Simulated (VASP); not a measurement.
Wanted: the native input for a VASP 6.6.1 run.

```
Task                   : single point
Functional             : PBEsol
Potentials or basis    : VASP PAW PBE potentials, release 64 (Gd, O)
Cutoff                 : 520 eV
k mesh                 : 6 × 6 × 6
Occupations            : gaussian, width 0.05 eV
Spin                   : collinear spin, random start
Starting moments       : [-0.84, 0.0] μB
Hubbard terms          : Gd f U = 4 eV
Further INCAR settings : ALGO = Normal; EDIFF = 1e-07; NBANDS = 23
```

The structure of GdO lies in POSCAR:

```
GdO
1.0
    0.0000000000      2.7000000000      2.7000000000
    2.7000000000      0.0000000000      2.7000000000
    2.7000000000      2.7000000000      0.0000000000
Gd O
1 1
Direct
    0.0000000000      0.0000000000      0.0000000000
    0.2500000000      0.2500000000      0.2500000000
```

The cell comes from a database or a generator and needn't be the stable form of this composition.

These files were run (other wordings do the same):

INCAR

```
PREC = Accurate
ENCUT = 520
EDIFF = 1E-7
ISMEAR = 0
SIGMA = 0.05
LREAL = False
LASPH = True
NELM = 100
ALGO = Normal
ISIF = 2
LWAVE = False
LCHARG = False
ISPIN = 2
MAGMOM = -0.84 0
LORBIT = 11
LMAXMIX = 6
LDAU = True
LDAUTYPE = 2
LDAUL = 3 -1
LDAUU = 4 0
LDAUJ = 0 0
LDAUPRINT = 1
GGA = PS
NBANDS = 23
```

KPOINTS

```
regular mesh
0
Gamma
  6 6 6
```

Potentials or basis: VASP PAW PBE potentials, release 64 (Gd, O).

Launch:

```sh
$ cat potpaw_PBE.64/Gd/POTCAR potpaw_PBE.64/O/POTCAR > POTCAR
$ mpirun -np 1 vasp_std > vasp.out
```

It gave:

| Item | Value |
| --- | --- |
| Pressure | -3.9 GPa |
| Band gap on the k mesh | none (metal or under the smearing width) |
| Net moment | -7.86 μB per cell |
| Site moments | Gd -7.06; O +0.01 μB |
| Valence electrons inside the program's atomic spheres | Gd 15.14; O 4.98 |

Caveat: the PAW data sets were made with another functional, which shifts forces and pressure a little; spin-orbit coupling is left out, which moves the levels of the heavy elements; a cell with one magnetic atom can't hold antiferromagnetic order, which such compounds often take.

It took 81 s on 1 thread of Intel(R) Xeon(R) Platinum 8375C CPU @ 2.90GHz (Ice Lake), on a shared host, peak memory 0.19 GiB.
